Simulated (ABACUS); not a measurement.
**La: relaxation of cell and atoms with PBE**

Crystal: La.

```
La
1.0
    -2.12383    2.12383    2.12383
     2.12383   -2.12383    2.12383
     2.12383    2.12383   -2.12383
La
1
Direct
  0.00000 0.00000 0.00000
```

This isn't the form of La at room conditions, which is double hcp.

```json
{"Program": "ABACUS 3.10.1", "Task": "relaxation of cell and atoms", "Functional": "PBE", "Potentials or basis": "PseudoDojo NC SR 0.4.1 PBE standard", "Cutoff": "1510 eV", "Density cutoff": "6041 eV", "Basis": "plane waves", "k mesh": "6 × 6 × 6", "Occupations": "fermi-dirac, width 0.05 eV", "Spin": "no spin polarisation", "Target pressure": "5 GPa", "Radial cutoff of the potentials (pseudo_rcut)": "7 bohr", "Max steps of the relaxation": "60", "Force threshold": "0.005 eV/Å", "Optimiser": "cg", "Stress threshold": "1 kbar", "SCF threshold on the density": "1e-08", "Max SCF steps": "100", "Eigensolver": "dav", "Mixing": "broyden", "Mixing share": "0.7", "Symmetry key": "1", "Bands": "10"}
```

- Relaxed volume: 32.56 Å³/atom
- Relaxed cell: a = 3.484 Å, b = 3.484 Å, c = 3.484 Å, α = 109.47°, β = 109.47°, γ = 109.47°
- Space group after relaxing (to 0.05 Å): Im-3m (No. 229)
- Energy change on relaxing (the enthalpy is what falls): +91.0 meV/atom
- Ionic steps: 3
- Pressure after relaxing: 5.0 GPa
- Band gap on the k mesh: none (metal or under the smearing width)

The path:
```tsv
step	energy change (eV)	largest force (eV/Å)	pressure (GPa)	volume (Å³)
1	0.0000	0.0000	0.44	38.32
2	0.0964	0.0000	5.17	32.39
3	0.0910	0.0000	4.97	32.56
```

Final structure:
```xyz
1
Lattice="-2.0116 2.0116 2.0116 2.0116 -2.0116 2.0116 2.0116 2.0116 -2.0116" Properties=species:S:1:pos:R:3 pbc="T T T"
La    0.0000    0.0000    0.0000
```

Levels at points of the mesh, in eV from the Fermi level:
```
           k point  band 2  band 3  band 4  band 5  band 6  band 7  band 8  band 9
(0.00, 0.00, 0.00)  -15.37  -15.37  -15.37   -3.04    1.63    1.63    1.63    2.55
(0.50, 0.50, 0.00)  -17.35  -15.98  -15.41   -2.00   -0.33    1.61    1.80    2.44
(0.50, 0.50, 0.50)  -16.69  -16.69  -16.69   -2.28   -2.28    2.04    2.04    2.04
```

It took 9.7 s on 4 MPI ranks on Intel(R) Xeon(R) 6975P-C (Granite Rapids), on a shared host, peak memory 0.4 GiB a rank.

Caveat: the volume moved by over 15 % at a fixed basis, so the end points are rough. The run has no spin-orbit coupling, so splittings on La are missing.
